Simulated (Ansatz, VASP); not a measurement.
## W in VASP and in Ansatz

```
W
1.0
     2.85472    0.00000    0.00000
    -1.42736    2.47226    0.00000
     0.00000    0.00000   18.66174
W
3
Direct
  0.66667 0.33333 0.37510
  0.33333 0.66667 0.50096
  0.00000 0.00000 0.62681
```

Alike in both runs: functional PBE; k mesh 12 × 12 × 1; occupations gaussian, width 0.1 eV; no spin polarisation.

Ansatz relaxed the structure, and its values are those at the end. VASP's run is a single point on that final structure, the one shown.

|  | VASP | Ansatz |
| --- | --- | --- |
| version | VASP 6.6.1 | Ansatz 0.2.0 |
| potentials or method | VASP PAW PBE potentials, release 64 (W_sv) | scalar-relativistic, plane waves, PAW |
| plane-wave cutoff (eV) | 520 | 420 |
| valence electrons in the cell | 42 | 42 |

|  | VASP | Ansatz | Ansatz less VASP |
| --- | --- | --- | --- |
| gap on the k mesh at the Fermi level (eV) | none | none | - |
| rms of the force components (eV/Å) | 0.010 | 0.001 | -0.0092 |

A gap of «none» marks a metal or a gap that the smearing closes.

Spin-orbit coupling is left out, which matters for the levels of W.
